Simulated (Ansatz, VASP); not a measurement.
Cu in VASP and in Ansatz

```
CELL_PARAMETERS angstrom
2.56878 0.00000 0.00000
-1.28439 2.22463 0.00000
0.00000 0.00000 4.19190
ATOMIC_POSITIONS crystal
Cu 0.33333 0.66667 0.75000
Cu 0.66667 0.33333 0.25000
```

Alike in both runs: functional PBE; k mesh 18 × 18 × 10; occupations gaussian, width 0.05 eV; non-collinear spin, spin-orbit coupling.

Ansatz relaxed the structure, and its values are those at the end. VASP's run is a single point on that final structure, the one shown.

|  | VASP | Ansatz |
| --- | --- | --- |
| version | VASP 6.6.1 | Ansatz 0.2.0 |
| potentials or method | VASP PAW PBE potentials, release 64 (Cu) | plane waves, PAW |
| plane-wave cutoff (eV) | 520 | 420 |
| valence electrons in the cell | 22 | 38 |

```tsv
	VASP	Ansatz	Ansatz less VASP
gap on the k mesh at the Fermi level (eV)	none	none	-
pressure (GPa)	0.5	-0.1	-0.54
net moment per atom (μB)	0.00	0.00	0.000
```

A gap of «none» marks a metal or a gap that the smearing closes. The two sets of potentials don't hold the same shells in valence.
